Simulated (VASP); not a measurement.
# KCl in VASP: notebook

Aim: see how the results for KCl move with the level of theory and the settings. Levels: r2SCAN, PBE. Tasks: single point.

All numbers are computed with VASP 6.6.1; they aren't measurements. Logs are shortened: lines on timing, memory, paths and dates and some standing lists are left out, and cuts for length are marked.

**What was measured.**

From a printed reference work, monograph, for a bulk crystal of KCl: band gap 8.68 eV.

How close the calculation comes is told below.

## Step 1: The cell of the first run

It takes space group Fm-3m (No. 225, cubic). The conventional cell has a = 6.290 Å, b = 6.290 Å, c = 6.290 Å, α = 90.00°, β = 90.00°, γ = 90.00°. K (site symmetry m-3m) has 6 Cl at 3.14 Å within 4.1 Å. Within 4.1 Å of Cl (site symmetry m-3m) lie 6 K at 3.14 Å.

## Step 2: Single point, r2SCAN

POSCAR

```
KCl
1.0
    0.0000000000      3.1448471213      3.1448471213
    3.1448471213      0.0000000000      3.1448471213
    3.1448471213      3.1448471213      0.0000000000
K Cl
1 1
Direct
    0.0000000000      0.0000000000      0.0000000000
    0.5000000000      0.5000000000      0.5000000000
```

INCAR.step1

```
SYSTEM = KCl
PREC     = Accurate       ! precision mode
ENCUT    = 520            ! plane-wave cutoff, eV
ISMEAR   = 0              ! smearing method
SIGMA    = 0.01           ! smearing width, eV
LREAL    = .False.        ! projectors in reciprocal space
LASPH    = .True.         ! aspherical terms in the spheres
NELM     = 60             ! most SCF steps
NBANDS   = 15             ! bands
GGA      = PE             ! functional
ALGO     = Normal         ! electronic algorithm
EDIFF    = 1E-4           ! SCF threshold, eV
LWAVE    = .True.         ! write WAVECAR
LCHARG   = .False.        ! write CHGCAR
```

INCAR.step2

```
SYSTEM = KCl
PREC     = Accurate       ! precision mode
ENCUT    = 520            ! plane-wave cutoff, eV
EDIFF    = 1E-7           ! SCF threshold, eV
ISMEAR   = 0              ! smearing method
SIGMA    = 0.01           ! smearing width, eV
LREAL    = .False.        ! projectors in reciprocal space
LASPH    = .True.         ! aspherical terms in the spheres
NELM     = 60             ! most SCF steps
ALGO     = Normal         ! electronic algorithm
ISIF     = 2              ! what is computed and relaxed
LWAVE    = .False.        ! write WAVECAR
LCHARG   = .False.        ! write CHGCAR
METAGGA  = R2SCAN         ! meta-GGA
LMIXTAU  = .True.       
NBANDS   = 15             ! bands
ISTART   = 1
```

KPOINTS

```
Automatic mesh
0
Gamma
  8 8 8
  0 0 0
```

Potentials or basis: VASP PAW PBE potentials, release 64 (K_sv, Cl).

The run is started by

```console
> cat potpaw_PBE.64/K_sv/POTCAR potpaw_PBE.64/Cl/POTCAR > POTCAR
> cp INCAR.step1 INCAR
> mpirun -np 1 vasp_std > vasp.out
> cp INCAR.step2 INCAR
> mpirun -np 1 vasp_std > vasp.out
```

OUTCAR:

```text
SYSTEM = KCl
   PREC = Accurate
   ENCUT = 520
   EDIFF = 1E-7
   ISMEAR = 0
   LREAL = .False.
   LASPH = .True.
   NELM = 60
   ISIF = 2
   METAGGA = R2SCAN
   ISTART = 1

 ion  position               nearest neighbor table
   1  0.000  0.000  0.000-   2 3.14   2 3.14   2 3.14   2 3.14   2 3.14   2 3.14
   2  0.500  0.500  0.500-   1 3.14   1 3.14   1 3.14   1 3.14   1 3.14   1 3.14

  LATTYP: Found a face centered cubic cell.
 ALAT       =     6.2896942426

  Lattice vectors:

 A1 = (   0.0000000000,   3.1448471213,   3.1448471213)
 A2 = (   3.1448471213,   0.0000000000,   3.1448471213)
 A3 = (   3.1448471213,   3.1448471213,   0.0000000000)

Analysis of symmetry for initial positions (statically):
=====================================================================
 Subroutine PRICEL returns:
 Original cell was already a primitive cell.

 Routine SETGRP: Setting up the symmetry group for a
 face centered cubic supercell.

 Subroutine GETGRP returns: Found 48 space group operations
 (whereof 48 operations were pure point group operations)
 out of a pool of 48 trial point group operations.

The static configuration has the point symmetry O_h .

Analysis of symmetry for dynamics (positions and initial velocities):
=====================================================================
 Subroutine PRICEL returns:
 Original cell was already a primitive cell.

 Routine SETGRP: Setting up the symmetry group for a
 face centered cubic supercell.

 Subroutine GETGRP returns: Found 48 space group operations
 (whereof 48 operations were pure point group operations)
 out of a pool of 48 trial point group operations.

The dynamic configuration has the point symmetry O_h .

 Subroutine INISYM returns: Found 48 space group operations
 (whereof 48 operations are pure point group operations),
 and found     1 'primitive' translations

----------------------------------------------------------------------------------------

                                     Primitive cell

  volume of cell :      62.2055

  direct lattice vectors                    reciprocal lattice vectors
     0.000000000  3.144847121  3.144847121    -0.158990240  0.158990240  0.158990240
     3.144847121  0.000000000  3.144847121     0.158990240 -0.158990240  0.158990240
     3.144847121  3.144847121  0.000000000     0.158990240  0.158990240 -0.158990240

  length of vectors
     4.447485451  4.447485451  4.447485451     0.275379174  0.275379174  0.275379174

  position of ions in fractional coordinates (direct lattice)
     0.000000000  0.000000000  0.000000000
     0.500000000  0.500000000  0.500000000

  ion indices of the primitive-cell ions
   primitive index   ion index
                 1           1
                 2           2

----------------------------------------------------------------------------------------

 KPOINTS: Automatic mesh

Automatic generation of k-mesh.
 Grid dimensions read from file:
 generate k-points for:    8    8    8

 Generating k-lattice:

  Cartesian coordinates                     Fractional coordinates (reciprocal lattice)
    -0.019873780  0.019873780  0.019873780     0.125000000  0.000000000  0.000000000
     0.019873780 -0.019873780  0.019873780     0.000000000  0.125000000  0.000000000
     0.019873780  0.019873780 -0.019873780     0.000000000  0.000000000  0.125000000

  Length of vectors
     0.034422397  0.034422397  0.034422397

  Shift w.r.t. Gamma in fractional coordinates (k-lattice)
     0.000000000  0.000000000  0.000000000

 Subroutine IBZKPT returns following result:
 ===========================================

 Found     29 irreducible k-points:

 Following reciprocal coordinates:
            Coordinates               Weight
  0.000000  0.000000  0.000000      1.000000
  0.125000  0.000000  0.000000      8.000000
  0.250000  0.000000  0.000000      8.000000
  0.375000  0.000000  0.000000      8.000000
  0.500000  0.000000  0.000000      4.000000
  0.125000  0.125000  0.000000      6.000000
[... 16 lines left out ...]
  0.500000  0.250000  0.125000     48.000000
 -0.375000  0.250000  0.125000     24.000000
 [... further k-points ...]
   k-points           NKPTS =     29   k-points in BZ     NKDIM =     29   number of bands    NBANDS=     15
   number of dos      NEDOS =    301   number of ions     NIONS =      2
   total plane-waves  NPLWV =  46656
   dimension x,y,z NGX =    36 NGY =   36 NGZ =   36
   dimension x,y,z NGXF=    72 NGYF=   72 NGZF=   72
   ions per type =               1   1
   NGX,Y,Z   is equivalent  to a cutoff of  13.46, 13.46, 13.46 a.u.
   NGXF,Y,Z  is equivalent  to a cutoff of  26.91, 26.91, 26.91 a.u.
 SYSTEM =  KCl
   PREC   = accura    normal or accurate (medium, high low for compatibility)
   ISTART =      1    job   : 0-new  1-cont  2-samecut
   ICHARG =      0    charge: 1-file 2-atom 10-const
   ISPIN  =      1    spin polarized calculation?
   LNONCOLLINEAR =      F non collinear calculations
[... 64 lines left out ...]
      3     -13.2143      2.00000
      4     -13.2143      2.00000
      5     -13.2143      2.00000
      6      -2.2581      2.00000
      7      -2.2581      2.00000
      8      -2.2581      2.00000
      9       3.5771      0.00000
     10       6.7765      0.00000
     11       6.7765      0.00000
     12       6.7765      0.00000
     13       7.8204      0.00000
     14       7.8204      0.00000
     15      11.1185      0.00000

 k-point     2 :       0.1250    0.0000    0.0000
  band No.  band energies     occupation
      1     -30.5214      2.00000
      2     -14.9561      2.00000
      3     -13.2155      2.00000
      4     -13.2155      2.00000
      5     -13.1796      2.00000
      6      -2.4433      2.00000
      7      -2.3081      2.00000
      8      -2.3081      2.00000
      9       3.9513      0.00000
     10       6.6264      0.00000
     11       6.9809      0.00000
     12       6.9809      0.00000
     13       8.0406      0.00000
     14       8.0406      0.00000
     15      11.7579      0.00000

 k-point     3 :       0.2500    0.0000    0.0000
  band No.  band energies     occupation
      1     -30.5177      2.00000
      2     -15.0153      2.00000
      3     -13.2184      2.00000
      4     -13.2184      2.00000
      5     -13.0991      2.00000
      6      -2.8361      2.00000
      7      -2.4245      2.00000
      8      -2.4245      2.00000
      9       4.8314      0.00000
     10       6.4974      0.00000
     11       7.5632      0.00000
     12       7.5632      0.00000
     13       8.6480      0.00000
     14       8.6480      0.00000
     15      12.2040      0.00000

 k-point     4 :       0.3750    0.0000    0.0000
  band No.  band energies     occupation
      1     -30.5140      2.00000
      2     -15.0702      2.00000
      3     -13.2213      2.00000
      4     -13.2213      2.00000
      5     -13.0226      2.00000
      6      -3.1764      2.00000
      7      -2.5356      2.00000
      8      -2.5356      2.00000
      9       5.6215      0.00000
     10       6.7344      0.00000
     11       8.4228      0.00000
     12       8.4228      0.00000
     13       9.4456      0.00000
     14       9.4456      0.00000
     15      11.2392      0.00000
[... 307 lines left out ...]
 k-point    22 :       0.3750    0.2500    0.1250
  band No.  band energies     occupation
      1     -30.5151      2.00000
      2     -14.9980      2.00000
      3     -13.2516      2.00000
      4     -13.2261      2.00000
      5     -13.1044      2.00000
      6      -2.9541      2.00000
      7      -2.4851      2.00000
      8      -2.4531      2.00000
      9       5.4078      0.00000
     10       5.8743      0.00000
     11       8.1640      0.00000
     12       8.5132      0.00000
     13       8.5957      0.00000
     14       9.2807      0.00000
     15      11.2730      0.00000

 k-point    23 :       0.5000    0.2500    0.1250
  band No.  band energies     occupation
      1     -30.5121      2.00000
      2     -15.0055      2.00000
      3     -13.2658      2.00000
      4     -13.2366      2.00000
      5     -13.0860      2.00000
      6      -3.0636      2.00000
      7      -2.5998      2.00000
      8      -2.5520      2.00000
      9       5.9459      0.00000
     10       6.3245      0.00000
     11       8.5732      0.00000
     12       8.7793      0.00000
     13       9.2339      0.00000
     14       9.7727      0.00000
     15      10.5605      0.00000

 k-point    24 :      -0.3750    0.2500    0.1250
  band No.  band energies     occupation
      1     -30.5109      2.00000
      2     -15.0084      2.00000
      3     -13.2673      2.00000
      4     -13.2460      2.00000
      5     -13.0780      2.00000
      6      -3.0960      2.00000
      7      -2.6622      2.00000
      8      -2.5885      2.00000
      9       6.1512      0.00000
     10       6.6798      0.00000
     11       8.7132      0.00000
     12       8.7303      0.00000
     13       9.4940      0.00000
     14      10.4415      0.00000
     15      10.5108      0.00000

 [... further k-points ...]

------------------------ aborting loop because EDIFF is reached ----------------------------------------

  FORCE on cell =-STRESS in cart. coord.  units (eV):
  Direction    XX          YY          ZZ          XY          YZ          ZX
  --------------------------------------------------------------------------------------
  -------------------------------------------------------------------------------------
  Total        0.0016442      0.0016442      0.0016442      0.0000000      0.0000000     -0.0000000
  in kB        0.0423474      0.0423474      0.0423474      0.0000000      0.0000000     -0.0000000
  external PRESSURE =       0.0423474 kB  Pullay stress =       0.0000000 kB

 VOLUME and BASIS-vectors are now :
 -----------------------------------------------------------------------------
  energy-cutoff  :      520.00
  volume of cell :       62.21
      direct lattice vectors                 reciprocal lattice vectors
     0.000000000  3.144847121  3.144847121    -0.158990240  0.158990240  0.158990240
     3.144847121  0.000000000  3.144847121     0.158990240 -0.158990240  0.158990240
     3.144847121  3.144847121  0.000000000     0.158990240  0.158990240 -0.158990240

 POSITION                                       TOTAL-FORCE (eV/Angst)
 -----------------------------------------------------------------------------------
      0.00000      0.00000      0.00000         0.000000     -0.000000      0.000000
      3.14485      3.14485      3.14485         0.000000      0.000000     -0.000000
 -----------------------------------------------------------------------------------
    total drift:                                0.000000      0.000000      0.000000

  FREE ENERGIE OF THE ION-ELECTRON SYSTEM (eV)
  ---------------------------------------------------
  free  energy   TOTEN  =       -16.5064840791 eV

  energy  without entropy=      -16.5064840791  energy(sigma->0) =      -16.50648408
```

Wall time 1.7 min (1 thread of Intel Xeon Platinum 8488C (Sapphire Rapids), shared host); peak memory 0.22 GiB.

Results:

```yaml
Free_energy: -16.5065 eV
Pressure: 0.0 GPa
Band_gap_on_the_k_mesh: 5.84 eV
```

Levels at points of the mesh, in eV from the valence-band top:
```csv
k point,band 4,band 5,band 6,band 7,band 8,band 9,band 10,band 11,band 12,band 13
"(0.00, 0.00, 0.00)",-10.96,-10.96,0.00,0.00,0.00,5.84,9.03,9.03,9.03,10.08
"(0.50, 0.00, 0.00)",-10.96,-10.73,-1.05,-0.32,-0.32,8.14,9.25,11.33,11.33,12.19
"(0.50, 0.50, 0.00)",-11.01,-11.01,-0.67,-0.23,-0.23,7.03,9.22,10.70,11.11,11.57
```

Caveat: the PAW data sets were made with another functional, which shifts forces and pressure a little.

## Step 3: Single point, PBE (uniaxial z strain -2.0%)

INCAR

```
  ALGO = Normal
  EDIFF = 1E-6
  ENCUT = 520
  GGA = PE
  ISIF = 2
  ISMEAR = -1
  LASPH = True
  LCHARG = False
  LREAL = False
  LWAVE = False
  NBANDS = 15
  NELM = 80
  PREC = Accurate
  SIGMA = 0.02
```

KPOINTS

```
k-points
0
Gamma
  8 8 8
```

POSCAR

```
KCl
1.0
    0.0000000000      3.1448471213      3.0819501789
    3.1448471213      0.0000000000      3.0819501789
    3.1448471213      3.1448471213      0.0000000000
K Cl
1 1
Direct
    0.0000000000      0.0000000000      0.0000000000
    0.5000000000      0.5000000000      0.5000000000
```

Potentials or basis: VASP PAW PBE potentials, release 64 (K_sv, Cl).

The run is started by

```console
> cat potpaw_PBE.64/K_sv/POTCAR potpaw_PBE.64/Cl/POTCAR > POTCAR
> mpirun -np 1 vasp_std > vasp.out
```

Wall time 49 s (1 thread of Intel Xeon Platinum 8488C (Sapphire Rapids), shared host); peak memory 0.22 GiB.

The run converged. Its results:

- Free energy: -6.7928 eV
- Pressure: 1.3 GPa
- Band gap on the k mesh: 5.25 eV

Stress tensor (GPa, compression positive):
```
0.97 0.00 0.00
0.00 0.97 0.00
0.00 0.00 1.87
```

Levels at points of the mesh, in eV from the valence-band top:
```csv
k point,band 5,band 6,band 7,band 8,band 9,band 10,band 11,band 12
"(0.00, 0.00, 0.00)",-10.62,-0.02,-0.02,0.00,5.25,8.34,8.34,8.47
"(0.50, 0.00, 0.00)",-10.36,-1.10,-0.35,-0.35,7.64,8.68,10.58,10.61
"(0.50, 0.50, 0.00)",-10.68,-0.66,-0.26,-0.26,6.48,8.45,10.27,10.30
"(0.50, 0.00, 0.50)",-10.67,-0.69,-0.23,-0.23,6.52,8.43,10.15,10.26
```

Caveat: the cell differs from its parent crystal (uniaxial z strain -2.0%). A k mesh can miss the band edges.

## Step 4: Single point, PBE (uniaxial x strain +1.6%)

INCAR

```
ALGO = Normal
EDIFF = 1E-6
ENCUT = 520
GGA = PE
ISIF = 2
ISMEAR = -1
LASPH = True
LCHARG = False
LREAL = False
LWAVE = False
NBANDS = 15
NELM = 60
PREC = Accurate
SIGMA = 0.02
```

KPOINTS is that of step 3.

POSCAR

```
KCl
1.0
    0.0000000000      3.1448471213      3.1448471213
    3.1964226141      0.0000000000      3.1448471213
    3.1964226141      3.1448471213      0.0000000000
K Cl
1 1
Direct
    0.0000000000      0.0000000000      0.0000000000
    0.5000000000      0.5000000000      0.5000000000
```

The run is started by

```console
> cat potpaw_PBE.64/K_sv/POTCAR potpaw_PBE.64/Cl/POTCAR > POTCAR
> mpirun -np 1 vasp_std > vasp.out
```

Run time: 45 s. Hardware: 1 thread of Intel Xeon Platinum 8488C (Sapphire Rapids), shared host; peak memory 0.23 GiB.

The run converged. Its results:

* Free energy: -6.8066 eV
* Pressure: 0.5 GPa
* Band gap on the k mesh: 5.13 eV

Stress tensor (GPa, compression positive):
```
0.14 0.00 0.00
0.00 0.70 0.00
0.00 0.00 0.70
```

Levels at points of the mesh, in eV from the valence-band top:
| k point | band 4 | band 5 | band 6 | band 7 | band 8 | band 9 | band 10 | band 11 | band 12 | band 13 |
| --- | --- | --- | --- | --- | --- | --- | --- | --- | --- | --- |
| (0.00, 0.00, 0.00) | -10.70 | -10.70 | -0.01 | 0.00 | 0.00 | 5.13 | 8.30 | 8.40 | 8.40 | 9.20 |
| (0.50, 0.00, 0.00) | -10.70 | -10.46 | -1.03 | -0.32 | -0.32 | 7.54 | 8.54 | 10.46 | 10.49 | 11.29 |
| (0.50, 0.50, 0.00) | -10.75 | -10.75 | -0.64 | -0.23 | -0.23 | 6.53 | 8.28 | 10.02 | 10.22 | 10.57 |
| (0.00, 0.50, 0.50) | -10.75 | -10.75 | -0.67 | -0.21 | -0.21 | 6.56 | 8.27 | 9.91 | 10.18 | 10.56 |

Caveat: the cell differs from its parent crystal (uniaxial x strain +1.6%). A k mesh can miss the band edges.

## Step 5: Single point, r2SCAN (uniaxial z strain -2.0%)

POSCAR

```
KCl
1.0
    0.0000000000      3.1448471213      3.0819501789
    3.1448471213      0.0000000000      3.0819501789
    3.1448471213      3.1448471213      0.0000000000
K Cl
1 1
Direct
    0.0000000000      0.0000000000      0.0000000000
    0.5000000000      0.5000000000      0.5000000000
```

INCAR.step1

```
  PREC = Accurate
  ENCUT = 520
  ISMEAR = 0
  SIGMA = 0.01
  LREAL = False
  LASPH = True
  NELM = 80
  NBANDS = 15
  GGA = PE
  ALGO = Normal
  EDIFF = 1E-4
  LWAVE = True
  LCHARG = False
```

INCAR.step2

```
  PREC = Accurate
  ENCUT = 520
  EDIFF = 1E-6
  ISMEAR = 0
  SIGMA = 0.01
  LREAL = False
  LASPH = True
  NELM = 80
  ALGO = Normal
  ISIF = 2
  LWAVE = False
  LCHARG = False
  METAGGA = R2SCAN
  LMIXTAU = True
  NBANDS = 15
  ISTART = 1
```

KPOINTS

```
regular mesh
0
Gamma
  8 8 8
```

The run is started by

```console
> cat potpaw_PBE.64/K_sv/POTCAR potpaw_PBE.64/Cl/POTCAR > POTCAR
> cp INCAR.step1 INCAR
> mpirun -np 1 vasp_std > vasp.out
> cp INCAR.step2 INCAR
> mpirun -np 1 vasp_std > vasp.out
```

Run time: 2.1 min. Hardware: 1 thread of Intel Xeon Platinum 8488C (Sapphire Rapids), shared host; peak memory 0.24 GiB.

The run converged. Its results:

| Quantity | Value |
| --- | --- |
| Free energy | -16.5020 eV |
| Pressure | 0.5 GPa |
| Band gap on the k mesh | 5.89 eV |

Stress tensor (GPa, compression positive):
```
0.14 0.00 0.00
0.00 0.14 0.00
0.00 0.00 1.10
```

Levels at points of the mesh, in eV from the valence-band top:
| k point | band 6 | band 7 | band 8 | band 9 | band 10 | band 11 |
| --- | --- | --- | --- | --- | --- | --- |
| (0.00, 0.00, 0.00) | -0.02 | -0.02 | 0.00 | 5.89 | 8.99 | 8.99 |
| (0.50, 0.00, 0.00) | -1.10 | -0.35 | -0.35 | 8.18 | 9.32 | 11.37 |
| (0.50, 0.50, 0.00) | -0.67 | -0.26 | -0.26 | 6.97 | 9.32 | 10.89 |
| (0.50, 0.00, 0.50) | -0.71 | -0.24 | -0.23 | 7.01 | 9.30 | 10.77 |

Caveat: the cell differs from its parent crystal (uniaxial z strain -2.0%); the PAW data sets were made with another functional, which shifts forces and pressure a little. A k mesh can miss the band edges.

## Step 6: The runs side by side

```tsv
level	cell	smearing	gap on the mesh (eV)	pressure (GPa)
r2SCAN	a = 4.447 Å, angles 60.0°, 2 atoms	gaussian 0.01 eV	5.84	0.0
PBE	a = 4.403, b = 4.403, c = 4.447 Å, angles 59.7, 59.7, 60.7°, 2 atoms	fermi-dirac 0.02 eV	5.25	1.3
PBE	a = 4.447, b = 4.484, c = 4.484 Å, angles 59.5, 60.3, 60.3°, 2 atoms	fermi-dirac 0.02 eV	5.13	0.5
r2SCAN	a = 4.403, b = 4.403, c = 4.447 Å, angles 59.7, 59.7, 60.7°, 2 atoms	gaussian 0.01 eV	5.89	0.5
```

Alike in all rows: task single point; potentials or basis VASP PAW PBE potentials, release 64 (K_sv, Cl); no spin polarisation; k mesh 8 × 8 × 8; cutoff (eV) 520.

Caveats: the PAW data sets were made with another functional, which shifts forces and pressure a little (at least some runs).

Absolute energies hang on the potentials; compare differences alone.

## Step 7: How close it comes

Step 2. Measured gap of KCl: 8.68 eV (a printed reference work, monograph). This calculation gives 5.84 eV (-2.84 eV). The value is that of r2SCAN on a finite k mesh, which can miss the band edges, without temperature or zero-point motion.
